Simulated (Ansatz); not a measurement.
**InSe (GaSe type monolayer): converging the G0W0 gap**

Wanted: a G0W0 gap for InSe (GaSe type monolayer) that is converged in bands and cutoff, or an estimate of the limit.

Calculated with Ansatz 0.2.0; G0W0 on PBE, plane waves, PAW; PAW set soft_1.

### 1. The starting structure

The cell holds 4 atoms: 2 In and 2 Se. Cell: a = 4.029 Å, b = 4.029 Å, c = 34.000 Å, α = 90.0°, β = 90.0°, γ = 120.0°. Vacuum lies along c.

The structure was relaxed with PBE-D3(BJ). The runs that relaxed it are not among those shown. The Coulomb interaction is cut off across the vacuum.

### 2. 284 empty bands, screening to 41 eV

Now the one-shot GW correction: screening in the RPA, then the self-energy of the levels asked for. This step takes PAW set soft_1 files.

File input.yaml:

```yaml
crystal:
  lattice:
    - [4.0285585693, 0.0, 0.0]
    - [-2.0142792847, 3.4888340617, 0.0]
    - [0.0, 0.0, 34.0]
  atoms:
    - { symbol: In, position: [0.3333333333, 0.6666666667, 0.5410990378] }
    - { symbol: In, position: [0.3333333333, 0.6666666667, 0.4589009622] }
    - { symbol: Se, position: [0.6666666667, 0.3333333333, 0.579163332] }
    - { symbol: Se, position: [0.6666666667, 0.3333333333, 0.420836668] }
  periodic: [true, true, false]
kpoints:
  mp_grid: { grid: [6, 6, 1] }
hamiltonian:
  xc: pbe
  pseudopotentials: { kind: paw, azcp: { folder: soft_1 } }
scf:
  occupations: { method: fixed }
gw:
  n_empty_bands: 284
  ecut_chi: 41
  qp_bands: [v2, c2]
  qp_kpoints: band_edges
  screening: { model: contour_deformation }
```

On the command line:

```
$ ansatz run input.yaml --threads 4 --pin off --max-ram 17510MiB --backend cpu --events-out ev --progress --plain --runs-dir out
```

Numbers of over 12 decimals in the logs are rounded to 6 here.

What it wrote:

```text
Engine: ansatz 0.2.0, aarch64-unknown-linux-gnu
Pseudopotentials: kind: paw
Pseudopotential: In, paw, valence charge 13, recommended cutoff 420 eV (normal), soft_1/In.paw.azcp
Pseudopotential: Se, paw, valence charge 16, recommended cutoff 420 eV (normal), soft_1/Se.paw.azcp
Functional definition: PBE
  parameter kappa = 0.804
  parameter beta = 0.066725
  exchange = pbe_x(kappa = kappa, mu = beta*pi^2/3)
  correlation = pbe_c(beta = beta)
Crystal: 4 atoms, lattice volume = 477.869 Å³
Basis set: ecut = 420 eV, 9353 PW (Γ)
Bands: 35, of which v1, the nominal top of the filled ones, is band 29 counted from 1 (28 counted from 0)
Symmetry: 12 space group operations
Space group: P-6m2 (ITA 187), of the structure as read, at distance tolerance 7.8e-5 Å
k-points: 7 of 36 (time reversal used)
Non-local potential: In, projectors of the file, l = 0: 2, l = 1: 2, l = 2: 2, l = 3: 1
Non-local potential: Se, projectors of the file, l = 0: 2, l = 1: 2, l = 2: 3, l = 3: 1
PAW form: soft (Blöchl's): semilocal exchange-correlation on the pseudo side does not see the compensation charge
PAW one-centre angular grid: In, 590 points (default); XC on 64 Gauss nodes
PAW one-centre angular grid: Se, 590 points (default); XC on 64 Gauss nodes
Initial density: superposition of atomic densities (neutral atoms: chi_scale 0, normalization atom)
Initial wavefunctions: pseudopotential atomic-orbital guess
Functional: x = pbe(κ = 0.804, μ = 0.219515), c = pbe(β = 0.066725)
SCF iter   1: F=—  HF=-22136.543710 eV  |F-HF|=—  |Δ(HF+E_count)|=         —  Δρ=1.45e-2  dr2=1.99e0  ethr=3.10e-3  ⟨swp⟩=6.6  Hψ=1000  notcnv=0  defer=28
preconditioner: auto → Resta (q_TF=auto, 1.920 Å⁻¹)  ε∞=1.6  [insulator: Δε(μ)=1.708 eV  Ē_g=13.578 eV  n_scr=62 (ndim 8)  ℏωp=10.5 eV  f_vac=0.731  ε∞_Penn≈1.6  vacuum switching on, ρ_ref=1.3e-2 e/Å³]
SCF iter   2: F=—  HF=-22136.186628 eV  |F-HF|=—  |Δ(HF+E_count)|=   3.57e-1  Δρ=7.80e-3  dr2=7.62e-1  ethr=3.10e-3  ⟨swp⟩=4.7  Hψ=524  notcnv=0  defer=28
SCF iter   3: F=—  HF=-22136.086157 eV  |F-HF|=—  |Δ(HF+E_count)|=   1.00e-1  Δρ=4.49e-3  dr2=1.40e-1  ethr=1.31e-3  ⟨swp⟩=4.0  Hψ=401  notcnv=0  defer=28
SCF iter   4: F=—  HF=-22136.078737 eV  |F-HF|=—  |Δ(HF+E_count)|=   7.42e-3  Δρ=1.86e-3  dr2=2.18e-2  ethr=2.41e-4  ⟨swp⟩=2.9  Hψ=363  notcnv=0  defer=28
SCF iter   5: F=—  HF=-22136.076993 eV  |F-HF|=—  |Δ(HF+E_count)|=   1.74e-3  Δρ=4.31e-4  dr2=7.67e-4  ethr=3.77e-5  ⟨swp⟩=3.1  Hψ=412  notcnv=0  defer=28
SCF iter   6: F=—  HF=-22136.077240 eV  |F-HF|=—  |Δ(HF+E_count)|=   2.47e-4  Δρ=9.95e-5  dr2=3.45e-5  ethr=1.32e-6  ⟨swp⟩=3.3  Hψ=550  notcnv=0  defer=28
SCF iter   7: F=—  HF=-22136.077274 eV  |F-HF|=—  |Δ(HF+E_count)|=   3.39e-5  Δρ=3.32e-5  dr2=4.30e-6  ethr=5.94e-8  ⟨swp⟩=3.9  Hψ=528  notcnv=0  defer=28
SCF iter   8: F=—  HF=-22136.077279 eV  |F-HF|=—  |Δ(HF+E_count)|=   5.82e-6  Δρ=7.34e-6  dr2=2.39e-7  ethr=7.42e-9  ⟨swp⟩=2.9  Hψ=400  notcnv=0  defer=28
SCF iter   9: F=-22136.077279 eV  HF=-22136.077279 eV  |F-HF|=5.33e-9  |Δ(HF+E_count)|=   6.92e-8  Δρ=1.84e-6  dr2=1.85e-8  ethr=1.72e-10  ⟨swp⟩=19.1  Hψ=1341  notcnv=0
SCF 1 converged in 9 iterations: F = -22136.077279 eV  dr2 = 1.85e-8
  greatest PAW one-centre occupation: 1.000 electrons in one spin orbital (limit 2), on the Se atom at site 3 (counted from 0), in its partial waves of l = 2
NSCF: frozen V_eff on 7 k-points
G₀W₀ screening: q 1/7
[... further progress lines ...]
SCF converged after 9 iterations
Free energy (F): -22136.077279 eV
Harris-Foulkes:  -22136.077279 eV  (|F-HF|=5.33e-9)
Internal energy: -22136.077279 eV  (E = F + TS)
E sigma→0 (E₀):  -22136.077279 eV
Fermi energy:    -5.989435 eV
--- Per-component energies (eV) ---
  E_band       = -1634.477053
  E_kinetic    = 657.157659
  E_local      = -136180.481358  (includes V_loc(G=0)·N_el)
  E_nonlocal   = -54.362621
  E_hartree    = 67616.504108
  E_xc         = -455.125863
  E_vxc        = -358.155199  (∫ρ·V_xc dr)
  E_paw        = -12679.378664  (= ΣΔE_a)
  E_vpaw       = -931.650813  (= ΣTr[D̂ρ^β])
  E_aug_tail   = -0.000450  (compensation charges beyond the density's cutoff)
  E_ewald      = 58959.609910
  E_smearing   = -0.000000  (= −TS)
  E_closure    = 0.000000  (closes the sum)
  Σ components = -22136.077279   (vs F -22136.077279, Δ=0.00e0)
--- Band table (eV; the first three rows and the last of 7) ---
  k-point 0: bands = [... 25 lower, -6.4387, -6.3651, -6.3651, -6.0580, -4.3664, -3.1491, -0.9150 (-0.9150°), -0.9150 (-0.9150°), ... 2 higher]
  k-point 1: bands = [... 25 lower, -7.3833, -6.7437, -6.6359, -5.9894, -3.4520, -2.4833, -1.5796 (-1.5796°), -0.7133 (-0.7133°), ... 2 higher]
  k-point 2: bands = [... 25 lower, -7.6798, -7.2549, -7.0970, -6.3288, -3.4729, -3.3502, -1.4474, -1.1611, ... 2 higher]
  k-point 6: bands = [... 25 lower, -8.7165, -7.7042, -7.2466, -7.0573, -3.4136, -2.8810, -1.9429, -0.9337, ... 2 higher]
  ° read free of the cell's end (the report's vacuum.weakly_bound_levels)
--- G₀W₀: contour deformation, 6 samples at zero and on the imaginary axis and 2 off it, 36 q-points, 284 empty bands' worth ---
  eigenvalues of the whole cell's RPA ε∞ on this k-mesh (on a slab, of 1 + 4πα/V) = 1.2072, 2.7705, 2.7705; static W/v taken at q = 0 is 0.540123
  bands read: the sum over 313 bands ends inside a degenerate multiplet in 1 slot, whose members it reads at an even weight; the widest, k=0: bands 313 to 314 (counted from 1) at 1/2 each
  gw.qp_kpoints: band_edges: 6 of 7 stored k-points solved, in 1 pass; an edge of the gap read off the rows below is read off those points alone
    valence top: of the k-points left out ik 5 came nearest to being solved in a further pass, in band 29 (counted from 1, as in the quasiparticle table): it holds the edge there only if its correction is more favourable than any solved in that band by at least 0.701 eV; those differ by 0.091 eV
    conduction bottom: of the k-points left out ik 5 came nearest to being solved in a further pass, in band 30 (counted from 1, as in the quasiparticle table): it holds the edge there only if its correction is more favourable than any solved in that band by at least 0.847 eV; those differ by 0.560 eV
    ik  band        ε_KS         Σx   Σc(E_QP)       V_xc       Z   E_QP_lin       E_QP  E_QP is
     0    28     -6.3651   -17.9248     1.9650   -15.6229  0.7419    -6.7049    -6.7019  root
     0    29     -6.0580   -15.2847     1.5253   -13.3026  0.7460    -6.5203    -6.5149  root
     0    30     -4.3664    -9.9173    -2.5865   -13.2534  0.7753    -3.6049    -3.6168  root
     0    31     -3.1491    -8.1368    -3.2217   -12.1125  0.7786    -2.3842    -2.3950  root
     1    28     -6.6359   -17.7099     2.0348   -15.3023  0.7387    -7.0126    -7.0087  root
     1    29     -5.9894   -15.5600     1.5319   -13.5880  0.7477    -6.4344    -6.4295  root
     1    30     -3.4520   -10.6608    -2.8016   -14.3526  0.7646    -2.5410    -2.5619  root
     1    31     -2.4833    -7.4195    -3.3743   -11.5028  0.7698    -1.7607    -1.7744  root
     2    28     -7.0970   -17.4328     2.1784   -14.8288  0.7323    -7.5283    -7.5227  root
     2    29     -6.3288   -15.5898     1.5619   -13.5781  0.7464    -6.7839    -6.7786  root
     2    30     -3.4729    -7.1584    -3.0162   -10.7129  0.7764    -2.9276    -2.9345  root
     2    31     -3.3502   -10.1770    -3.0118   -14.1061  0.7659    -2.4101    -2.4330  root
     3    28     -7.2992   -17.3285     2.2433   -14.6400  0.7293    -7.7508    -7.7444  root
     3    29     -6.9113   -14.9363     1.6290   -12.7864  0.7423    -7.4402    -7.4321  root
     3    30     -3.6655    -9.8344    -2.9410   -13.6499  0.7710    -2.7717    -2.7910  root
     3    31     -3.6578    -7.8396    -2.8585   -11.2209  0.7731    -3.1286    -3.1349  root
     4    28     -7.3283   -17.0695     2.1797   -14.4373  0.7286    -7.7874    -7.7807  root
     4    29     -6.1151   -15.7918     1.5607   -13.8008  0.7474    -6.5501    -6.5454  root
     4    30     -2.9350   -11.0205    -3.0795   -15.1055  0.7564    -1.8982    -1.9295  root
     4    31     -2.6514    -7.5503    -3.1737   -11.3379  0.7671    -2.0267    -2.0376  root
     6    28     -7.2466   -16.8303     2.4201   -13.9284  0.7128    -7.7391    -7.7284  root
     6    29     -7.0573   -14.8605     1.5555   -12.7873  0.7486    -7.5823    -7.5749  root
     6    30     -3.4136    -6.9337    -2.9283   -10.3071  0.7739    -2.9638    -2.9685  root
     6    31     -2.8810   -10.4007    -3.1851   -14.5838  0.7617    -1.8529    -1.8830  root
```

It took 2.9 min on 4 threads of Arm Neoverse V1, shared host; peak memory 3.4 GiB.

This step gave:

```yaml
bands_summed: 313
plane_waves_in_the_screening_matrix: 275
q_points_in_the_mesh: 36
g0w0_gap_on_the_mesh: 2.813 eV
k_of_the_valence_top: 0, 0.1667, 0
k_of_the_conduction_bottom: 0, 0, 0
starting_gap_on_the_mesh: 1.623 eV
z_at_the_valence_top: 0.7477
z_at_the_conduction_bottom: 0.7753
least_direct_g0w0_gap_on_the_computed_points: 2.898 eV
```

The gap on the mesh goes from 1.62 eV to 2.81 eV, a correction of +1.19 eV. Between the two edge states, bare exchange in place of the xc potential would open the gap by 5.31 eV, and correlation takes back 4.12 eV.

### 3. 704 empty bands, screening to 75 eV

Bands and screening cutoff are moved together, since each hides the error of the other.

Edit input.yaml of step 2 so:

```diff
@@ -18,5 +18,6 @@
   occupations: { method: fixed }
+  convergence: { dr2_threshold: 1.0e-10 }
 gw:
-  n_empty_bands: 284
-  ecut_chi: 41
+  n_empty_bands: 704
+  ecut_chi: 75.0
   qp_bands: [v2, c2]
```

What it wrote:

```text
[...]
Crystal: 4 atoms, lattice volume = 477.869 Å³
Basis set: ecut = 420 eV, 9353 PW (Γ)
Bands: 35, of which v1, the nominal top of the filled ones, is band 29 counted from 1 (28 counted from 0)
[... 1 set-up line as in the run before ...]
[...]
k-points: 7 of 36 (time reversal used)
[...]
SCF iter   1: F=—  HF=-22136.543710 eV  |F-HF|=—  |Δ(HF+E_count)|=         —  Δρ=1.45e-2  dr2=1.99e0  ethr=3.10e-3  ⟨swp⟩=6.6  Hψ=1000  notcnv=0  defer=28
[...]
SCF iter  12: F=-22136.077279 eV  HF=-22136.077279 eV  |F-HF|=4.37e-11  |Δ(HF+E_count)|=  1.16e-10  Δρ=4.27e-8  dr2=1.77e-11  ethr=1.00e-12  ⟨swp⟩=19.3  Hψ=1298  notcnv=0
SCF 1 converged in 12 iterations: F = -22136.077279 eV  dr2 = 1.77e-11
[...]
NSCF: frozen V_eff on 7 k-points
G₀W₀ screening: q 1/7
[... further progress lines ...]
SCF converged after 12 iterations
Free energy (F): -22136.077279 eV
[...]
Internal energy: -22136.077279 eV  (E = F + TS)
E sigma→0 (E₀):  -22136.077279 eV
Fermi energy:    -5.989461 eV
[...]
--- Band table (eV; the first three rows and the last of 7) ---
  k-point 0: bands = [... 25 lower, -6.4387, -6.3651, -6.3651, -6.0580, -4.3664, -3.1491, -0.9151 (-0.9151°), -0.9151 (-0.9151°), ... 2 higher]
  k-point 1: bands = [... 25 lower, -7.3833, -6.7437, -6.6359, -5.9895, -3.4521, -2.4834, -1.5796 (-1.5796°), -0.7134 (-0.7134°), ... 2 higher]
  k-point 2: bands = [... 25 lower, -7.6798, -7.2549, -7.0971, -6.3289, -3.4729, -3.3503, -1.4474, -1.1611, ... 2 higher]
  k-point 6: bands = [... 25 lower, -8.7165, -7.7043, -7.2466, -7.0573, -3.4136, -2.8810, -1.9430, -0.9337, ... 2 higher]
  ° read free of the cell's end (the report's vacuum.weakly_bound_levels)
[...]
0    28     -6.3651   -17.9247     1.6698   -15.6229  0.7367    -7.0082    -6.9970  root
     0    29     -6.0580   -15.2847     1.2827   -13.3026  0.7420    -6.7712    -6.7575  root
     0    30     -4.3664    -9.9173    -2.8318   -13.2534  0.7725    -3.8573    -3.8621  root
     0    31     -3.1491    -8.1368    -3.4465   -12.1125  0.7774    -2.6149    -2.6199  root
     1    28     -6.6359   -17.7099     1.7502   -15.3023  0.7338    -7.3062    -7.2933  root
     1    29     -5.9895   -15.5600     1.2721   -13.5880  0.7438    -6.7026    -6.6894  root
     1    30     -3.4521   -10.6608    -3.0903   -14.3526  0.7613    -2.8423    -2.8507  root
     1    31     -2.4834    -7.4195    -3.5898   -11.5028  0.7689    -1.9829    -1.9899  root
[...]
6    28     -7.2466   -16.8303     2.1811   -13.9284  0.7080    -7.9895    -7.9675  root
     6    29     -7.0573   -14.8605     1.2968   -12.7873  0.7467    -7.8516    -7.8337  root
     6    30     -3.4136    -6.9337    -3.0678   -10.3071  0.7732    -3.1060    -3.1081  root
     6    31     -2.8810   -10.4006    -3.5104   -14.5838  0.7591    -2.1965    -2.2084  root
```

Elapsed: 20 min, on 4 threads; peak memory 9.6 GiB; 77 min of CPU time.

Numbers from this step:

* bands summed: 733
* plane waves in the screening matrix: 691
* q-points in the mesh: 36
* G0W0 gap on the mesh: 2.827 eV
* k of the valence top: 0, 0.1667, 0
* k of the conduction bottom: 0, 0, 0
* starting gap on the mesh: 1.623 eV
* Z at the valence top: 0.7438
* Z at the conduction bottom: 0.7725
* least direct G0W0 gap on the computed points: 2.895 eV

Against the run with 6×6×1 mesh, 284 empty bands, screening to 41 eV, PAW set soft_1 files, the gap moves by +0.015 eV.

### 4. The runs together

Times are wall times on 4 threads of Arm Neoverse V1, shared host, good to a factor of about two.

```
 mesh           files            frequency  bands summed  cutoff (eV)  start (eV)  G0W0 (eV)     time  host memory (GiB)
6×6×1  PAW set soft_1  contour deformation           313           41       1.623      2.813  2.9 min                3.4
6×6×1  PAW set soft_1  contour deformation           733           75       1.623      2.827   20 min                9.6
```

How the two edges are built up, in eV (the quasiparticle level is the starting level plus Σx plus Σc less Vxc):

```
      run               edge  start      Σx     Σc     Vxc     Z     QP
313 bands        valence top  -5.99  -15.56   1.53  -13.59  0.75  -6.43
313 bands  conduction bottom  -4.37   -9.92  -2.59  -13.25  0.78  -3.62
733 bands        valence top  -5.99  -15.56   1.27  -13.59  0.74  -6.69
733 bands  conduction bottom  -4.37   -9.92  -2.83  -13.25  0.77  -3.86
```

### 5. Summary of results

```json
{"313 bands, 41 eV": "2.813 eV", "733 bands, 75 eV": "2.827 eV", "estimated limit in bands and cutoff": "2.84 eV", "mesh and start": "6×6×1, PBE"}
```

What this shows: A line in one over the bands through the two rungs gives 2.84 eV, +0.01 eV from the top rung; with two points alone it is an unchecked estimate. The rungs stand 0.03 eV (313 bands) and 0.01 eV (733 bands) from it. From 313 to 733 bands the gap moves by +0.01 eV while the time grows 6.8-fold. Σc changes by −0.26 eV at the valence top and −0.25 eV at the conduction bottom, so the levels themselves move more than the gap between them. The mesh in the plane is coarse for a sheet; gap and any exciton binding can still move on denser ones. The many-body steps are scalar-relativistic: spin-orbit coupling is not in them.

[Paths, hosts, dates, memory and timing lines, banners, echoed tables and standing remarks are left out of the program output.]

[Logs are printed without paths, hosts, clocks, repeated set-up lines and the standing remarks that a program may print on its own settings, such as how far it seeks lower states.]

[Runs of the session that timed out or met a known fault of the program may be left out.]

[Cells called generated may have been cut or substituted from an entry of the Crystallography Open Database or the Materials Project.]

[Hosts, paths, dates, database ids (printed as entryN), source tags and the programs' standing remarks are cut or masked in the printed files.]
